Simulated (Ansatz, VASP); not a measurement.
TiO2: VASP beside Ansatz

```
Ti O
1.0
     4.59087    0.00000    0.00000
     0.00000    4.59087    0.00000
     0.00000    0.00000    2.93923
Ti O
2 4
Direct
  0.00000 0.00000 0.00000
  0.50000 0.50000 0.50000
  0.30441 0.30441 0.00000
  0.19559 0.80441 0.50000
  0.69559 0.69559 0.00000
  0.80441 0.19559 0.50000
```

Alike in both runs: functional PBEsol; k mesh 6 × 6 × 10; occupations gaussian, width 0.02 eV; no spin polarisation.

Ansatz relaxed the structure, and its values are those at the end. VASP's run is a single point on that final structure, the one shown.

```csv
,VASP,Ansatz
version,VASP 6.6.1,Ansatz 0.2.0
potentials or method,"VASP PAW PBE potentials, release 64 (Ti_sv, O)","scalar-relativistic, plane waves, PAW"
plane-wave cutoff (eV),520,420
valence electrons in the cell,48,48
```

```csv
,VASP,Ansatz,Ansatz less VASP
gap on the k mesh at the Fermi level (eV),1.84,1.87,+0.027
least direct gap on the mesh (eV),1.84,1.87,+0.027
pressure (GPa),0.6,0.0,-0.64
rms of the force components (eV/Å),0.010,0.002,-0.0084
```

Caveats: the PAW data sets were made with another functional, which shifts forces and pressure a little (VASP). A k mesh can miss the band edges.
